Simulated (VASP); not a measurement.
# SnS2 in VASP: settings compared, part 2 of 2

VASP 6.6.1. The steps go on from the part before.

## Step 4: Work function, HSE06

File POSCAR:

```
SnS2                                    
1.0
    3.6592039281     -0.0000000000      0.0000000000
   -1.8296019641      3.1689635634      0.0000000000
    0.0000000000      0.0000000000     18.9600000000
  S               Sn            
     2     1
Direct
     0.3333330000000032    0.6666669999999968    0.4217867035438203
     0.6666669999999968    0.3333330000000032    0.5782132964561798
     0.0000000000000000    0.0000000000000000    0.5000000000000000
```

File INCAR.step1:

```
SYSTEM = SnS2
ALGO = Normal
DIPOL = 0.5 0.5 0.500
EDIFF = 1E-5
ENCUT = 520
GGA = PE
IDIPOL = 3
ISIF = 2
ISMEAR = 0
KPAR = 4
LASPH = .True.
LDIPOL = .True.
LREAL = .False.
LWAVE = .True.
NELM = 80
PREC = Accurate
SIGMA = 0.03
```

File INCAR.step2:

```
SYSTEM = SnS2
ALGO = Normal
DIPOL = 0.5 0.5 0.500
EDIFF = 1E-6
ENCUT = 520
GGA = PE
HFSCREEN = 0.2
IDIPOL = 3
ISIF = 2
ISMEAR = 0
ISTART = 1
KPAR = 4
LASPH = .True.
LCHARG = .True.
LDIPOL = .True.
LHFCALC = .True.
LREAL = .False.
LVACPOTAV = .True.
LVHAR = .True.
LWAVE = .False.
NELM = 80
PREC = Accurate
PRECFOCK = Fast
SIGMA = 0.03
```

File KPOINTS:

```
k-points
0
Gamma
  6 6 1
  0 0 0
```

Potentials or basis: VASP PAW PBE potentials, release 64 (S, Sn_d).

Launch:

```sh
$ cat potpaw_PBE.64/S/POTCAR potpaw_PBE.64/Sn_d/POTCAR > POTCAR
$ cp INCAR.step1 INCAR
$ mpirun -np 4 vasp_std > vasp.out
$ cp INCAR.step2 INCAR
$ mpirun -np 4 vasp_std > vasp.out
```

OUTCAR:

```text
SYSTEM = SnS2
   EDIFF = 1E-6
   ENCUT = 520
   GGA = PE
   HFSCREEN = 0.2
   ISIF = 2
   ISMEAR = 0
   ISTART = 1
   LASPH = .True.
   LHFCALC = .True.
   LREAL = .False.
   NELM = 80
   PREC = Accurate
   PRECFOCK = Fast

 ion  position               nearest neighbor table
   1  0.333  0.667  0.422-   3 2.58   3 2.58   3 2.58
   2  0.667  0.333  0.578-   3 2.58   3 2.58   3 2.58
   3  0.000  0.000  0.500-   1 2.58   2 2.58   2 2.58   1 2.58   2 2.58   1 2.58

  LATTYP: Found a hexagonal cell.
 ALAT       =     3.6592039281
 C/A-ratio  =     5.1814548663

  Lattice vectors:

 A1 = (   3.6592039281,   0.0000000000,   0.0000000000)
 A2 = (  -1.8296019641,   3.1689635634,   0.0000000000)
 A3 = (   0.0000000000,   0.0000000000,  18.9600000000)

Analysis of symmetry for initial positions (statically):
=====================================================================
 Subroutine PRICEL returns:
 Original cell was already a primitive cell.

 Routine SETGRP: Setting up the symmetry group for a
[... 165 lines left out ...]

 E-fermi :  -3.7467     XC(G=0):  -2.8865

 val. band max:       -3.8828300120   @ k =   0.1667   0.0000   0.0000
 cond. band min:      -1.4643596958   @ k =   0.5000   0.0000   0.0000
 fundamental gap:      2.4184703163
 Fermi energy:        -3.7466732656

 k-point     1 :       0.0000    0.0000    0.0000
  band No.  band energies     occupation
      1     -26.6463      2.00000
      2     -26.6463      2.00000
      3     -26.5838      2.00000
      4     -26.5614      2.00000
      5     -26.5614      2.00000
      6     -18.6970      2.00000
[... 117 lines left out ...]
      4     -26.5580      2.00000
      5     -26.5337      2.00000
      6     -16.1701      2.00000
[... 9 lines left out ...]
     16       3.3573      0.00000
     17       4.9895      0.00000

------------------------ aborting loop because EDIFF is reached ----------------------------------------

  FORCE on cell =-STRESS in cart. coord.  units (eV):
  Direction    XX          YY          ZZ          XY          YZ          ZX
  --------------------------------------------------------------------------------------
  -------------------------------------------------------------------------------------
  Total       -0.5288083     -0.5288083     -1.2116787      0.0000000      0.0000000     -0.0000000
  in kB       -3.8535999     -3.8535999     -8.8299018      0.0000000      0.0000000     -0.0000000
  external PRESSURE =      -5.5123672 kB  Pullay stress =       0.0000000 kB

 VOLUME and BASIS-vectors are now :
 -----------------------------------------------------------------------------
  energy-cutoff  :      520.00
  volume of cell :      219.86
      direct lattice vectors                 reciprocal lattice vectors
     3.659203928  0.000000000  0.000000000     0.273283485  0.157780293  0.000000000
    -1.829601964  3.168963563  0.000000000     0.000000000  0.315560586  0.000000000
     0.000000000  0.000000000 18.960000000     0.000000000  0.000000000  0.052742616

 POSITION                                       TOTAL-FORCE (eV/Angst)
 -----------------------------------------------------------------------------------
     -0.00000      2.11264      7.99708        -0.000000      0.000000      0.397513
      1.82960      1.05632     10.96292         0.000000      0.000000     -0.397513
      0.00000      0.00000      9.48000        -0.000000      0.000000      0.000000
 -----------------------------------------------------------------------------------
    total drift:                                0.000001      0.000000     -0.000003

  FREE ENERGIE OF THE ION-ELECTRON SYSTEM (eV)
  ---------------------------------------------------
  free  energy   TOTEN  =       -16.2566528712 eV

  energy  without entropy=      -16.2566528712  energy(sigma->0) =      -16.25665287

 vacuum level on the upper side and lower side of the slab         3.486         3.486
```

OSZICAR.step1:

```text
N       E                     dE             d eps       ncg     rms          rms(c)
DAV:   1     0.192261236557E+03    0.19226E+03   -0.11621E+04   254   0.129E+03
DAV:   2     0.106563589838E+02   -0.18160E+03   -0.17859E+03   297   0.276E+02
DAV:   3    -0.131033100595E+02   -0.23760E+02   -0.23358E+02   303   0.112E+02
DAV:   4    -0.137050063520E+02   -0.60170E+00   -0.60144E+00   329   0.212E+01
DAV:   5    -0.137205811049E+02   -0.15575E-01   -0.15574E-01   371   0.335E+00    0.847E+00
DAV:   6    -0.132255306629E+02    0.49505E+00   -0.12533E+00   354   0.125E+01    0.617E+00
DAV:   7    -0.132098807803E+02    0.15650E-01   -0.48070E-01   324   0.499E+00    0.887E-01
DAV:   8    -0.131980050758E+02    0.11876E-01   -0.77683E-02   331   0.297E+00    0.656E-01
DAV:   9    -0.131984850411E+02   -0.47997E-03   -0.43442E-03   308   0.496E-01    0.156E-01
DAV:  10    -0.131985175500E+02   -0.32509E-04   -0.56034E-04   379   0.265E-01    0.941E-02
DAV:  11    -0.131985889168E+02   -0.71367E-04   -0.14064E-04   284   0.824E-02    0.239E-02
DAV:  12    -0.131986099441E+02   -0.21027E-04   -0.74806E-06   267   0.265E-02    0.194E-02
DAV:  13    -0.131986650498E+02   -0.55106E-04   -0.13824E-05   244   0.274E-02    0.895E-03
DAV:  14    -0.131986817124E+02   -0.16663E-04   -0.17279E-06   233   0.119E-02    0.420E-03
DAV:  15    -0.131987198862E+02   -0.38174E-04   -0.89308E-06   243   0.127E-02    0.791E-03
DAV:  16    -0.131987210658E+02   -0.11796E-05   -0.54473E-07   273   0.723E-03
   1 F= -.13198721E+02 E0= -.13198721E+02  d E =-.751992E-16
```

Wall time 4.8 min (4 MPI ranks of Intel Xeon Platinum 8488C (Sapphire Rapids), shared host); peak memory 0.41 GiB.

Results:

```
Free energy                            : -16.2567 eV
Largest force                          : 0.398 eV/Å
Band gap on the k mesh                 : 2.42 eV, indirect (least direct gap 2.71 eV)
Ionisation potential of the upper face : 7.37 eV
```

Forces on the atoms (eV/Å):
```
S    0.000  0.000  0.398
S    0.000  0.000 -0.398
Sn   0.000  0.000  0.000
```

Levels at points of the mesh, in eV from the valence-band top:
```
           k point  band 10  band 11  band 12  band 13  band 14  band 15  band 16  band 17
(0.00, 0.00, 0.00)    -0.53    -0.53    -0.09    -0.09     3.41     4.83     6.57     6.57
(0.50, 0.00, 0.00)    -2.44    -2.29    -0.64    -0.29     2.42     5.80     7.28     7.43
```

Caveat: the PAW data sets were made with another functional, which shifts forces and pressure a little; spin-orbit coupling is left out, which moves the levels of the heavy elements.

## Step 5: Summary

```tsv
level	spin	k mesh	grid for exact exchange (PRECFOCK)	screening parameter	gap on the mesh (eV)	largest force (eV/Å)
PBE	off	12 × 12 × 1	-	-	1.58	0.10
PBE	non-collinear, zero start, SOC	12 × 12 × 1	-	-	-	0.10
HSE06	off	6 × 6 × 1	Fast	0.2 1/A	2.42	0.40
```

Alike in all rows: task work function; potentials or basis VASP PAW PBE potentials, release 64 (S, Sn_d); cell as given; cutoff (eV) 520; smearing gaussian 0.03 eV.

Caveats: spin-orbit coupling is left out, which moves the levels of the heavy elements (some runs); the PAW data sets were made with another functional, which shifts forces and pressure a little (some runs).

Total energies depend on the potentials used, so only differences within one code and one set of settings carry meaning.
